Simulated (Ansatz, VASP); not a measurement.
## Two plane-wave programs on Cu

```
Cu
1.0
     0.00000    1.87346    1.87346
     1.87346    0.00000    1.87346
     1.87346    1.87346    0.00000
Cu
1
Direct
  0.00000 0.00000 0.00000
```

Alike in both runs: task single point; functional PBE; k mesh 20 × 20 × 20; occupations gaussian, width 0.1 eV; no spin polarisation.

```csv
,VASP,Ansatz
version,VASP 6.6.1,Ansatz 0.2.0
potentials or method,"VASP PAW PBE potentials, release 64 (Cu)","scalar-relativistic, plane waves, PAW"
plane-wave cutoff (eV),520,420
valence electrons in the cell,11,19
```

Ansatz gave:

* gap on the k mesh at the Fermi level (eV): none
* pressure (GPa): -10.5

What did VASP give for the same quantities?

gap on the k mesh at the Fermi level (eV): none; pressure (GPa): -9.9.

A gap of «none» marks a metal or a gap that the smearing closes. The functional is the same, so the differences come from potentials, cutoffs and numerics. The two sets of potentials don't hold the same shells in valence.
